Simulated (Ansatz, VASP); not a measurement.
# Al8H11O17F (hydroxylated alpha-Al2O3(0001) with 2 of its OH changed to F) in two plane-wave programs, part 3 of 3

One calculation is typed for both programs; each brings its own data sets. How far apart do they land? The cell is taken from a series of runs on this material, whose earlier steps may have relaxed, scaled, displaced or heated it; both programs get it as it stands.

VASP 6.6.1 and Ansatz 0.2.0.

So far: Ansatz: single point, PBE with D3(BJ), pair 1; Differences; VASP: single point, PBE with D3(BJ), pair 2; Ansatz: single point, PBE with D3(BJ), pair 2; Comparison; Ansatz: single point, PBE with D3(BJ), pair 3.

**9. VASP: single point, PBE with D3(BJ), pair 3**

Level of this step: PBE with D3(BJ); plane waves and PAW (Al, O, F, H) (VASP).

The same cell, functional, mesh and smearing now go to VASP, with its own data sets.

The input, INCAR:

```
SYSTEM = Al4H5O8F
PREC = Accurate
ENCUT = 520
EDIFF = 1E-06
NELM = 120
ISMEAR = -1
SIGMA = 0.025
LREAL = Auto
ALGO = Normal
GGA = PE
IVDW = 12
NBANDS = 200
LORBIT = 11
LWAVE = .FALSE.
LCHARG = .FALSE.
ISIF = 2
LASPH = .TRUE.
GGA_COMPAT = .FALSE.
EFERMI = MIDGAP
KPAR = 4
```

The input, POSCAR:

```
Al4H5O8F
1.0
    9.5800000000      0.0000000000      0.0000000000
   -4.7900000000      8.2965200000      0.0000000000
    0.0000000000      0.0000000000     22.3000000000
Al O F H
16 32 4 20
Direct
    0.0046600000      0.9996700000      0.1450600000
    0.3397400000      0.1725800000      0.2272100000
    0.1724300000      0.3344700000      0.1296000000
    0.1733600000      0.3357400000      0.2447900000
    0.0072000000      0.5040200000      0.1434100000
    0.3353000000      0.6696500000      0.2278700000
    0.1806800000      0.8417700000      0.1301000000
    0.1742000000      0.8372100000      0.2453000000
    0.5093000000      0.0047800000      0.1435100000
    0.8414500000      0.1693800000      0.2297800000
    0.6721900000      0.3389200000      0.1289500000
    0.6763400000      0.3347600000      0.2425700000
    0.5026900000      0.5041700000      0.1444600000
    0.8402800000      0.6692700000      0.2259600000
    0.6754600000      0.8400300000      0.1284000000
    0.6695100000      0.8337000000      0.2423500000
    0.1602700000      0.9971300000      0.0889700000
    0.0068400000      0.1599200000      0.0907500000
    0.3459300000      0.3509900000      0.0885200000
    0.3344000000      0.3216200000      0.2826600000
    0.1891300000      0.0138700000      0.2831200000
    0.0174900000      0.3370500000      0.1857600000
    0.1722300000      0.1796000000      0.1859800000
    0.3265800000      0.4931100000      0.1859800000
    0.1596300000      0.4936300000      0.0878200000
    0.0216800000      0.6704600000      0.0869200000
    0.3514200000      0.8535900000      0.0894800000
    0.3319700000      0.8193300000      0.2837300000
    0.1849800000      0.5099600000      0.2820900000
    0.0189600000      0.8370300000      0.1870700000
    0.1702900000      0.6804600000      0.1865200000
    0.3301200000      0.9946700000      0.1864600000
    0.6638400000      0.0001500000      0.0896100000
    0.5103600000      0.1652800000      0.0895900000
    0.8434000000      0.3540000000      0.0865200000
    0.0002100000      0.1753700000      0.2835700000
    0.8303700000      0.3197100000      0.2831000000
    0.6807700000      0.0038000000      0.2828800000
    0.5192200000      0.3373800000      0.1859700000
    0.6751900000      0.1831500000      0.1859200000
    0.8289000000      0.4946300000      0.1842700000
    0.6570700000      0.4980900000      0.0875200000
    0.5079300000      0.6672700000      0.0914000000
    0.8466500000      0.8477700000      0.0892100000
    0.9938000000      0.6771100000      0.2824600000
    0.5177900000      0.8358000000      0.1869300000
    0.6716500000      0.6789600000      0.1866500000
    0.8284400000      0.9892100000      0.1875400000
    0.5032900000      0.1827700000      0.2809100000
    0.4996100000      0.6751700000      0.2808500000
    0.8189000000      0.8102900000      0.2824100000
    0.6869600000      0.5062700000      0.2797300000
    0.1007200000      0.9521100000      0.0521400000
    0.0272200000      0.1362200000      0.0506200000
    0.3456300000      0.2483400000      0.0878900000
    0.4348800000      0.4228000000      0.2873100000
    0.2394800000      0.0441400000      0.3222100000
    0.1122600000      0.4521700000      0.0489000000
    0.0738300000      0.6651600000      0.0504100000
    0.3578200000      0.7547600000      0.0872000000
    0.4375700000      0.9164800000      0.2875400000
    0.2253800000      0.5353500000      0.3226600000
    0.7692300000      0.0985400000      0.0872600000
    0.5290700000      0.1315200000      0.0508900000
    0.8534500000      0.4100800000      0.0491900000
    0.0130600000      0.0806200000      0.2856400000
    0.9327200000      0.4201000000      0.2879800000
    0.7290400000      0.0328700000      0.3223400000
    0.5922200000      0.4557300000      0.0515200000
    0.5164100000      0.6479300000      0.0493900000
    0.8409700000      0.7428200000      0.0878000000
    0.9691400000      0.6991100000      0.3221700000
```

The input, KPOINTS:

```
Automatic mesh
0
Gamma
2 2 1
0 0 0
```

The projector-augmented-wave data sets are Al, O, F and H (PBE family, release 64).

Launch:

```console
mpirun -np 8 vasp_std
```

Numbers of over 12 decimals in the logs are rounded to 6 here.

The log of the run:

```text
[banner, memory and clock lines left out]
running    8 mpi-ranks, on    1 nodes
[...]
[... a notice as in an earlier step ...]

 LDA part: xc-table for (Slater+PW92), standard interpolation
 POSCAR, INCAR and KPOINTS ok, starting setup
[...]
entering main loop
       N       E                     dE             d eps       ncg     rms          rms(c)
DAV:   1     0.278155168185E+04    0.27816E+04   -0.12417E+05  1672   0.118E+03
DAV:   2    -0.435347769279E+02   -0.28251E+04   -0.27124E+04  2216   0.312E+02
DAV:   4    -0.501033359567E+03   -0.11032E+02   -0.11000E+02  1952   0.238E+01
DAV:   5    -0.501260387765E+03   -0.22703E+00   -0.22675E+00  1984   0.315E+00    0.429E+01
[...]
DAV:  27    -0.449162320227E+03   -0.36569E-05   -0.54683E-08  1208   0.134E-03    0.294E-04
DAV:  28    -0.449162321378E+03   -0.11510E-05   -0.81595E-08  1208   0.916E-04    0.500E-04
DAV:  29    -0.449162321874E+03   -0.49551E-06    0.21438E-08  1232   0.434E-04
   1 F= -.45717888E+03 E0= -.45717888E+03  d E =0.000000E+00
```

From OUTCAR (step 9):

```text
 POSITION                                       TOTAL-FORCE (eV/Angst)
 -----------------------------------------------------------------------------------
     -4.74378      8.29378      3.23484        -0.000413      0.122198     -0.183078
      2.42805      1.43181      5.06678        -0.036398     -0.020671     -0.024972
      0.04977      2.77494      2.89008        -0.050195      0.002608     -0.065177
      0.05259      2.78547      5.45882        -0.009626      0.007449     -0.004729
     -2.34528      4.18161      3.19804         0.051164     -0.060771     -0.061196
      0.00455      5.55576      5.08150        -0.045230     -0.008039     -0.022657
     -2.30116      6.98376      2.90123         0.016768     -0.016141     -0.084304
     -2.34140      6.94593      5.47019        -0.004774     -0.025475     -0.003359
      4.85620      0.03966      3.20027         0.009842      0.091941     -0.112346
      7.24976      1.40526      5.12409        -0.013512      0.002815     -0.004828
      4.81615      2.81186      2.87559        -0.053148     -0.113179     -0.200489
      4.87584      2.77734      5.40931         0.051242     -0.014140     -0.031909
      2.40080      4.18286      3.22146         0.037840     -0.036883     -0.186173
      4.84408      5.55261      5.03891         0.050155     -0.001355     -0.025454
[...]
-----------------------------------------------------------------------------------
    total drift:                                0.019827     -0.002018     -0.005990

  FREE ENERGIE OF THE ION-ELECTRON SYSTEM (eV)
  ---------------------------------------------------
  free  energy   TOTEN  =      -457.1788765710 eV

  energy  without entropy=     -457.1788765710  energy(sigma->0) =     -457.17887657
```

**10. Differences**

Compared:

| quantity | Ansatz | VASP | difference |
| --- | --- | --- | --- |
| gap on the k mesh (eV) | 4.500 | 4.485 | +0.015 |

Forces on 9 of the 72 atoms, those with the largest forces and the largest differences (eV/Å; atoms numbered as in POSCAR):

| atom | Ansatz x, y, z | VASP x, y, z |
| --- | --- | --- |
| Al1 | 0.006, 0.107, -0.192 | 0.000, 0.122, -0.183 |
| Al11 | -0.055, -0.105, -0.216 | -0.053, -0.113, -0.200 |
| Al13 | 0.056, -0.055, -0.188 | 0.038, -0.037, -0.186 |
| Al15 | 0.085, -0.008, -0.294 | 0.064, -0.009, -0.307 |
| O17 | 0.080, 0.045, 0.038 | 0.105, 0.069, 0.136 |
| O26 | -0.082, -0.036, 0.022 | -0.126, -0.035, 0.121 |
| H58 | -0.013, -0.044, 0.140 | -0.039, -0.073, 0.020 |
| H59 | -0.015, 0.016, 0.114 | 0.039, 0.008, -0.001 |
| H65 | -0.038, 0.015, 0.180 | -0.049, 0.063, 0.065 |

The forces differ by 47 meV/Å r.m.s., which is 76.1 % of the r.m.s. force of 0.061 eV/Å (both taken over all components). A gap on the mesh is an upper bound, since the band edges may lie between its points. With vacuum in the cell, a pressure given here is an average over mostly empty space and none of the material.

**11. Outcome**

* r.m.s. force difference (single point, PBE with D3(BJ), pair 1): 49 meV/Å
* r.m.s. force difference (single point, PBE with D3(BJ), pair 2): 48 meV/Å
* r.m.s. force difference (single point, PBE with D3(BJ), pair 3): 47 meV/Å

The r.m.s. force difference is 49 meV/Å (single point, PBE with D3(BJ), pair 1), beyond the 12 meV/Å picked in this series as the mark of a large difference. What causes the difference of the single point, PBE with D3(BJ), pair 1 pair stays open here. What causes the difference of the single point, PBE with D3(BJ), pair 2 pair stays open here. What causes the difference of the single point, PBE with D3(BJ), pair 3 pair stays open here. Such differences can come from data sets, numerical settings and the points named under the comparisons, not from the functional's error against experiment.

[Lines on the potential files, build, host, timing and source positions are cut from VASP's logs without a mark.]

[Logs are printed without paths, hosts, clocks, repeated set-up lines and the standing remarks that a program may print on its own settings, such as how far it seeks lower states.]

[Hosts, paths, dates, database ids (printed as entryN), source tags and the programs' standing remarks are cut or masked in the printed files.]
